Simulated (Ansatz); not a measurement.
# BaTiO3 (P1) in Ansatz: band structure with PBEsol+U

Aim: the band structure of BaTiO3 with PBEsol+U.

All numbers are computed with Ansatz 0.2.0; they aren't measurements. Logs are shortened: lines on timing, memory, paths and dates and some standing lists are left out, and cuts for length are marked.

## (1) The structure

The typed cell holds 10 atoms: a = 3.803 Å, b = 4.131 Å, c = 7.975 Å, α = 89.10°, β = 88.33°, γ = 89.36°.

## (2) Band structure, PBEsol+U

input.yaml reads:

```yaml
crystal:
  lattice:
    - [-3.80268156, -0.05658243, -0.02181512]
    - [-0.02191438, -0.03167986, -4.13033488]
    - [-0.11316485, -7.97351199, -0.06307272]
  atoms:
    - { symbol: Ba, position: [0.04486322, 0.90916552, 0.49511477] }
    - { symbol: Ba, position: [0.00814907, 0.9218096, 0.02441397] }
    - { symbol: Ti, position: [0.45719229, 0.52057169, 0.20538669] }
    - { symbol: Ti, position: [0.50231709, 0.47064326, 0.76225275] }
    - { symbol: O, position: [0.48144089, 0.03993233, 0.24039032] }
    - { symbol: O, position: [0.45628989, 0.07297889, 0.69356516] }
    - { symbol: O, position: [0.5380255, 0.54058565, 0.44980358] }
    - { symbol: O, position: [0.5290554, 0.55799572, 0.03050014] }
    - { symbol: O, position: [0.98202325, 0.45739828, 0.26038045] }
    - { symbol: O, position: [0.00064341, 0.50891906, 0.83819216] }
hamiltonian:
  xc: pbesol
  pseudopotentials: { kind: paw }
  hubbard: { sites: [{ species: Ti, l: d, u_eff: 1.0 }] }
kpoints:
  mp_grid: { grid: [7, 7, 4] }
  band_path:
    path:
      - [[0.0, -0.5, 0.0], [0.0, 0.0, 0.0], [-0.5, 0.0, 0.0]]
      - [[-0.5, -0.5, 0.0], [0.0, 0.0, 0.0], [0.0, 0.0, -0.5]]
      - [[0.0, -0.5, -0.5], [0.0, 0.0, 0.0], [-0.5, 0.0, -0.5]]
      - [[-0.5, -0.5, -0.5], [0.0, 0.0, 0.0]]
    npoints: 10
scf:
  occupations: { method: fermi_dirac, width: 0.05 }
  n_extra_bands: 25
output:
  forces: true
  stress: true
  eigenvalues: true
  fatbands: true
  write_density: true
  write_potential: true
  elf: true
  volumetric_format: npy
```

Potentials or basis: Ansatz PAW.

The run is started by

```bash
$ ansatz run input.yaml --threads 4 --pin off --max-ram 11264MiB --backend cpu --events-out ev --progress --plain --runs-dir out
```

Log:

```text
Warning: RAYON_NUM_THREADS=4 ignored (pool sized by the plan → 4); use --threads N
Ba: projections on atomic orbitals take those of the free atom [Kr 4d10] 5s2 5p6 6s2, of charge +0.00 (hamiltonian.pseudopotentials.projection_atoms); the dataset's partial waves leave at most 9.7e-6 of an orbital's norm unspanned inside its sphere
Ti: projections on atomic orbitals take those of the free atom [Ne] 3s2 3p6 3d2 4s2, of charge +0.00 (hamiltonian.pseudopotentials.projection_atoms); the dataset's partial waves leave at most 4.1e-7 of an orbital's norm unspanned inside its sphere
O: projections on atomic orbitals take those of the free atom [He] 2s2 2p4, of charge +0.00 (hamiltonian.pseudopotentials.projection_atoms); the dataset's partial waves leave at most 1.9e-8 of an orbital's norm unspanned inside its sphere
scf.n_extra_bands = 25 over 40 filled bands (N_el = 80.0): the run solves 65 bands
Engine: ansatz 0.2.0, x86_64-unknown-linux-gnu
Pseudopotentials: kind: paw
Pseudopotential: Ba, paw, valence charge 10, recommended cutoff 420 eV (normal), Ba.paw.azcp
Pseudopotential: Ti, paw, valence charge 12, recommended cutoff 420 eV (normal), Ti.paw.azcp
Pseudopotential: O, paw, valence charge 6, recommended cutoff 420 eV (normal), O.paw.azcp
Functional definition: PBEsol
  exchange = pbesol_x
  correlation = pbesol_c
Crystal: 10 atoms, lattice volume = 125.197 Å³
Basis set: ecut = 420 eV, 2447 PW (Γ), exchange–correlation on 54×60×108 points (8 copies of the dense FFT grid, shifted against one another)
Bands: 65, of which v1, the nominal top of the filled ones, is band 40 counted from 1 (39 counted from 0)
Symmetry: 1 space group operations
Space group: P1 (ITA 1), of the structure as read, at distance tolerance 5.0e-5 Å
k-points: 99 of 196 (time reversal used)
Non-local potential: Ba, projectors of the file, l = 0: 3, l = 1: 2, l = 2: 2, l = 3: 2
Non-local potential: Ti, projectors of the file, l = 0: 3, l = 1: 2, l = 2: 3, l = 3: 1
Non-local potential: O, projectors of the file, l = 0: 2, l = 1: 2, l = 2: 1
PAW form: soft (Blöchl's): semilocal exchange-correlation on the pseudo side does not see the compensation charge
PAW frozen core: Ba, regenerated for the run's functional, and the local potential with it (the file was generated under x = pbe(κ = 0.804, μ = 0.2195149727645171), c = pbe(β = 0.06672455060314922))
PAW frozen core: Ti, regenerated for the run's functional, and the local potential with it (the file was generated under x = pbe(κ = 0.804, μ = 0.2195149727645171), c = pbe(β = 0.06672455060314922))
PAW frozen core: O, regenerated for the run's functional, and the local potential with it (the file was generated under x = pbe(κ = 0.804, μ = 0.2195149727645171), c = pbe(β = 0.06672455060314922))
PAW one-centre angular grid: Ba, 194 points (default); XC on 64 Gauss nodes
PAW one-centre angular grid: Ti, 590 points (default); XC on 64 Gauss nodes
PAW one-centre angular grid: O, 110 points (default); XC on 64 Gauss nodes
Initial density: superposition of atomic densities (chi_scale 0.1, normalization cell, long waves of neutral atoms under a Hubbard term (reshape's long-wave potential 0.18 eV rms, cloud 2.81 Å wide))
Initial wavefunctions: pseudopotential atomic-orbital guess
Functional: x = pbesol(κ = 0.804, μ = 0.12345679012345678), c = pbesol(β = 0.046)
SCF iter   1: F=—  HF=-20045.479016 eV  |F-HF|=—  |Δ(HF+E_count)|=         —  Δρ=7.07e-2  dr2=9.51e0  ethr=3.10e-3  ⟨swp⟩=6.6  Hψ=29773  notcnv=0  defer=1025
preconditioner: auto → Resta (q_TF=auto, 2.532 Å⁻¹)  ε∞=4.5  [insulator: Δε(μ)=1.605 eV  Ē_g=13.770 eV  σ=0.050 eV  W_gap=1.00  n_scr=38 (ndim 8)  ℏωp=25.7 eV  f_vac=0.000  D(μ)=0.00/eV (n_scr^D=0)  ε∞_Penn≈4.5]
SCF iter   2: F=—  HF=-20043.523403 eV  |F-HF|=—  |Δ(HF+E_count)|=    1.96e0  Δρ=3.50e-2  dr2=1.80e0  ethr=3.10e-3  ⟨swp⟩=3.4  Hψ=11774  notcnv=0  defer=1894
SCF iter   3: F=—  HF=-20043.238881 eV  |F-HF|=—  |Δ(HF+E_count)|=   2.85e-1  Δρ=2.63e-2  dr2=1.31e0  ethr=2.24e-3  ⟨swp⟩=3.3  Hψ=10755  notcnv=0  defer=1814
SCF iter   4: F=—  HF=-20043.127858 eV  |F-HF|=—  |Δ(HF+E_count)|=   1.11e-1  Δρ=2.42e-2  dr2=1.18e0  ethr=1.64e-3  ⟨swp⟩=3.3  Hψ=7411  notcnv=0  defer=1814
SCF iter   5: F=—  HF=-20043.067652 eV  |F-HF|=—  |Δ(HF+E_count)|=   6.02e-2  Δρ=8.32e-3  dr2=9.88e-2  ethr=1.47e-3  ⟨swp⟩=2.5  Hψ=8288  notcnv=0  defer=1714
SCF iter   6: F=—  HF=-20043.056142 eV  |F-HF|=—  |Δ(HF+E_count)|=   1.15e-2  Δρ=3.37e-3  dr2=1.94e-2  ethr=1.24e-4  ⟨swp⟩=2.1  Hψ=6847  notcnv=0  defer=1714
SCF iter   7: F=—  HF=-20043.056549 eV  |F-HF|=—  |Δ(HF+E_count)|=   4.07e-4  Δρ=1.70e-3  dr2=3.97e-3  ethr=2.42e-5  ⟨swp⟩=2.0  Hψ=6879  notcnv=0  defer=1714
SCF iter   8: F=—  HF=-20043.056544 eV  |F-HF|=—  |Δ(HF+E_count)|=   4.24e-6  Δρ=4.07e-4  dr2=1.68e-4  ethr=4.96e-6  ⟨swp⟩=2.0  Hψ=7512  notcnv=0  defer=1714
SCF iter   9: F=—  HF=-20043.056640 eV  |F-HF|=—  |Δ(HF+E_count)|=   9.62e-5  Δρ=1.81e-4  dr2=4.62e-5  ethr=2.11e-7  ⟨swp⟩=2.1  Hψ=7644  notcnv=0  defer=1714
SCF iter  10: F=—  HF=-20043.056654 eV  |F-HF|=—  |Δ(HF+E_count)|=   1.32e-5  Δρ=1.20e-4  dr2=2.45e-5  ethr=5.78e-8  ⟨swp⟩=2.5  Hψ=9004  notcnv=0  defer=1714
SCF iter  11: F=—  HF=-20043.056653 eV  |F-HF|=—  |Δ(HF+E_count)|=   3.26e-7  Δρ=2.33e-5  dr2=8.88e-7  ethr=3.07e-8  ⟨swp⟩=2.3  Hψ=6865  notcnv=0  defer=1714
SCF iter  12: F=—  HF=-20043.056654 eV  |F-HF|=—  |Δ(HF+E_count)|=   2.30e-7  Δρ=1.14e-5  dr2=2.09e-7  ethr=1.11e-9  ⟨swp⟩=2.1  Hψ=8065  notcnv=0  defer=1714
SCF iter  13: F=—  HF=-20043.056654 eV  |F-HF|=—  |Δ(HF+E_count)|=   1.90e-8  Δρ=9.27e-6  dr2=1.12e-7  ethr=1.25e-10  ⟨swp⟩=20.6  Hψ=59637  notcnv=0
SCF iter  14: F=-20043.056654 eV  HF=-20043.056654 eV  |F-HF|=4.84e-9  |Δ(HF+E_count)|=   1.34e-8  Δρ=2.14e-6  dr2=7.57e-9  ethr=1.25e-10  ⟨swp⟩=7.9  Hψ=30996  notcnv=0
SCF 1 converged in 14 iterations: F = -20043.056654 eV  dr2 = 7.57e-9
NSCF: frozen V_eff on 74 k-points
SCF converged after 14 iterations
Free energy (F): -20043.056654 eV
Harris-Foulkes:  -20043.056654 eV  (|F-HF|=4.84e-9)
Internal energy: -20043.055626 eV  (E = F + TS)
E sigma→0 (E₀):  -20043.056140 eV
Entropy (-TS):   -0.001028 eV (-0.103 meV/atom)
Fermi energy:    11.933822 eV
--- Per-component energies (eV) ---
  E_band       = -258.485013
  E_kinetic    = 1968.088328
  E_local      = -4601.860560  (includes V_loc(G=0)·N_el)
  E_nonlocal   = 424.280548
  E_hartree    = 1836.429308
  E_xc         = -978.111101
  E_vxc        = -1093.611485  (∫ρ·V_xc dr)
  E_hubbard    = 1.850283  (on-site DFT+U / exact-exchange correction)
  E_vhub       = 1.188070  (the Hubbard potential's part of the band-sum identity)
  E_paw        = -13241.178725  (= ΣΔE_a)
  E_vpaw       = -629.442655  (= ΣTr[D̂ρ^β])
  E_aug_tail   = 0.015023  (compensation charges beyond the density's cutoff)
  E_ewald      = -5453.362090
  E_core_change = 0.793362  (= ΣΔE_core)
  E_smearing   = -0.001028  (= −TS)
  E_closure    = 0.000000  (closes the sum)
  Σ components = -20043.056654   (vs F -20043.056654, Δ=0.00e0)
--- Forces (eV/Å), atoms counted from 1 ---
  atom   1  Ba     1.86673648     2.32176270    -1.79674613
  atom   2  Ba     0.62369453    -0.49804489    -5.62027102
  atom   3  Ti     2.17353156   -25.96355127     4.81563797
  atom   4  Ti    -0.08301375     1.99980819     0.54842460
  atom   5  O     -0.11114832     1.51090145     1.76837230
  atom   6  O     -1.62832347    -3.17548752     0.13232453
  atom   7  O      0.33537442    -5.49890423     0.44661380
  atom   8  O     -2.40573896    23.52368863    -0.80213611
  atom   9  O     -0.33319724     2.21500964    -0.93771139
  atom  10  O     -0.43794724     3.56484276     1.44550585
  max |Σ_I F_I| component: 3.20e-5 eV/Å
--- Stress (GPa, compression-positive) ---
       24.296660      -7.565188      -1.554363
       -7.565188      52.477921      -1.331945
       -1.554363      -1.331945      14.365284
  P = ⅓ Tr σ = 30.3800 GPa (303.800 kbar)
--- Band table (eV; the first three rows and the last of 99) ---
  k-point 0: bands = ["-46.6563", "-44.4252", "-23.1644", "-22.9993", "-22.9577", "-22.6253", "-20.5691", "-20.4971", "-14.3113", "-13.2716", "-7.3491", "-6.7379", "-6.4170", "-5.3924", "-4.5425", "-4.0894", "0.1489", "0.3693", "0.9448", "1.5004", "1.6387", "1.8631", "5.2368", "5.7991", "5.9670", "7.0652", "7.1915", "7.4015", "7.6180", "7.7873", "8.0586", "8.5614", "8.8255", "9.2843", "9.7878", "10.2885", "10.3595", "10.4339", "11.1306", "11.6393", "12.1325", "13.1743", "13.7845", "13.9567", "14.1370", "14.5322", "15.8555", "16.0081", "16.1637", "16.4609", "16.6494", "17.2195", "18.0965", "18.6239", "19.1657", "19.2427", "19.4732", "19.8452", "20.1989", "20.4129", "20.8718", "21.3530", "21.5836", "21.8726", "21.9331"]
  k-point 1: bands = ["-46.6563", "-44.4253", "-23.1644", "-22.9988", "-22.9575", "-22.6261", "-20.5691", "-20.4971", "-14.3088", "-13.2754", "-7.3433", "-6.7047", "-6.4377", "-5.4080", "-4.5451", "-4.0977", "0.1494", "0.3676", "0.9607", "1.4736", "1.6442", "1.8719", "5.2691", "5.7852", "6.0146", "7.0217", "7.1803", "7.3646", "7.6828", "7.7774", "8.0832", "8.6212", "8.8111", "9.2296", "9.8033", "10.2326", "10.3213", "10.4405", "11.1418", "11.6225", "12.1174", "13.1696", "13.7735", "13.9413", "14.1336", "14.5412", "15.8389", "16.2026", "16.2957", "16.5441", "16.6201", "17.2329", "17.8965", "18.4519", "18.6616", "19.4233", "19.5628", "19.8417", "20.2980", "20.4585", "20.8860", "21.4144", "21.7441", "21.9269", "22.0052"]
  k-point 2: bands = ["-46.6563", "-44.4253", "-23.1644", "-22.9984", "-22.9572", "-22.6268", "-20.5691", "-20.4971", "-14.3064", "-13.2793", "-7.3375", "-6.6636", "-6.4661", "-5.4238", "-4.5479", "-4.1060", "0.1498", "0.3659", "0.9780", "1.4473", "1.6482", "1.8804", "5.3016", "5.7750", "6.0590", "6.9948", "7.1780", "7.2992", "7.7601", "7.7819", "8.0770", "8.7223", "8.7681", "9.1804", "9.8177", "10.1283", "10.3240", "10.4438", "11.1524", "11.6050", "12.1019", "13.1729", "13.7665", "13.9261", "14.1218", "14.5613", "15.8639", "16.3061", "16.3811", "16.5562", "16.9263", "17.2409", "17.5092", "18.0964", "18.5846", "19.4060", "19.7268", "19.8423", "20.3338", "20.4969", "20.8846", "21.4170", "21.9288", "21.9569", "22.1542"]
  k-point 98: bands = ["-46.6543", "-44.4228", "-23.1672", "-23.0422", "-22.9735", "-22.6184", "-20.6530", "-20.5086", "-14.0868", "-13.0681", "-7.1675", "-6.8320", "-6.6039", "-5.0114", "-4.7490", "-4.2826", "0.0364", "0.4050", "0.6864", "1.2911", "1.5551", "1.7493", "5.0880", "5.4430", "6.0701", "6.6176", "6.9259", "7.1798", "7.5606", "7.6201", "7.9567", "8.4261", "8.8755", "9.2454", "9.5604", "9.7843", "10.3870", "10.7925", "11.1484", "11.4933", "12.6298", "12.8358", "13.5085", "13.8527", "14.5881", "15.2704", "16.0683", "16.4684", "16.9407", "17.3564", "17.7493", "17.9687", "18.3027", "18.7580", "19.3427", "19.7997", "19.8839", "20.2616", "20.8314", "21.0252", "21.1947", "21.5601", "21.8969", "21.9792", "22.0471"]
Occupation matrices written to <dir>
```

Run time: 49 s. Hardware: 4 threads of Intel Xeon Platinum 8259CL at 2.50GHz (Skylake/Cascade Lake), shared host; peak memory 1.4 GiB.

What came out:

| Item | Value |
| --- | --- |
| Free energy | -20043.0567 eV |
| Pressure | 30.4 GPa |
| Largest force | 26.496 eV/Å |
| Band gap on the k mesh | 0.38 eV, indirect (least direct gap 0.49 eV) |
| Band gap along the path | 0.33 eV, indirect (least direct gap 0.49 eV) |

Forces in eV/Å, atoms in the order of the input:
```
Ba    1.867   2.322  -1.797
Ba    0.624  -0.498  -5.620
Ti    2.174 -25.964   4.816
Ti   -0.083   2.000   0.548
O    -0.111   1.511   1.768
O    -1.628  -3.175   0.132
O     0.335  -5.499   0.447
O    -2.406  23.524  -0.802
O    -0.333   2.215  -0.938
O    -0.438   3.565   1.446
```

Levels at the corners of the path, in eV from the valence-band top:
```tsv
point	band 36	band 37	band 38	band 39	band 40	band 41	band 42	band 43	band 44	band 45
X	-1.77	-1.53	-1.38	-0.49	-0.46	0.79	1.03	1.94	2.15	3.16
Γ	-1.48	-1.41	-1.33	-0.64	-0.13	0.36	1.41	2.02	2.19	2.37
Y	-2.04	-1.27	-0.98	-0.56	-0.34	0.94	1.30	1.81	2.00	2.59
L	-1.99	-1.41	-0.38	-0.25	-0.04	0.94	1.08	1.86	2.07	3.19
Γ	-1.48	-1.41	-1.33	-0.64	-0.13	0.36	1.41	2.02	2.19	2.37
Z	-1.64	-1.44	-1.32	-0.62	-0.16	0.33	1.41	2.00	2.16	2.35
N	-1.93	-1.62	-1.45	-0.50	-0.41	0.78	0.93	1.96	2.21	3.16
Γ	-1.48	-1.41	-1.33	-0.64	-0.13	0.36	1.41	2.02	2.19	2.37
M	-2.16	-1.24	-1.09	-0.63	-0.32	0.84	1.20	1.76	2.06	2.68
R	-1.86	-1.66	-0.37	-0.32	0.00	0.79	0.98	1.92	2.10	3.08
Γ	-1.48	-1.41	-1.33	-0.64	-0.13	0.36	1.41	2.02	2.19	2.37
```

Eigenvalues of the final occupation matrices:
```tsv
site	spin	trace	eigenvalues
site 1	1	1.31	0.18 0.23 0.25 0.28 0.37
site 2	1	1.20	0.18 0.21 0.23 0.26 0.31
```

Caveat: a pressure of tens of GPa on the cell as given is suspect, and the run, the potentials or the cell itself is likely at fault; the pressure holds a Pulay correction of +0.6 GPa for the finite cutoff; spin-orbit coupling is left out, which moves the levels of the heavy elements; the PAW data sets come from PBE, with cores solved anew for the run's functional, which leaves a small shift of forces and pressure; forces of over 1 eV/Å show positions far from the minimum, so gaps and moduli don't describe the material at rest.
